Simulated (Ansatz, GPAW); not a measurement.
**Sn: 3 runs at one level of theory**

```
CELL_PARAMETERS angstrom
0.00000 3.23334 3.23334
3.23334 0.00000 3.23334
3.23334 3.23334 0.00000
ATOMIC_POSITIONS crystal
Sn 0.75000 0.75000 0.75000
Sn 0.50000 0.50000 0.50000
```

This isn't the form of Sn at room conditions, which is tetragonal (white tin).

Alike in all runs: task single point; functional PBE; k mesh 7 × 7 × 7; occupations gaussian, width 0.017 eV; no spin polarisation; no spin-orbit coupling. Pressure is positive in compression and, in plane waves, holds the error of the finite cutoff, which Ansatz's Pulay term estimates and takes out.

| program and potentials | plane-wave cutoff (eV) | notes | pressure (GPa) |
| --- | --- | --- | --- |
| Ansatz, Ansatz PAW | 420 | Pulay term of +0.03 GPa included | 3.83 |
| GPAW, GPAW PAW data sets (gpaw-data 1.2.1) | 600 | - | 3.54 |
| Ansatz, all-electron LAPW, scalar-relativistic | - | - | 3.83 |

The pressure spans 3.54 (GPAW, GPAW PAW data sets (gpaw-data 1.2.1)) to 3.83 GPa (Ansatz, Ansatz PAW), with all-electron results at 3.83.

The functional is the same throughout but for its coding, so the spread measures potentials, basis and numerics; runs on potential files found faulty are left out.
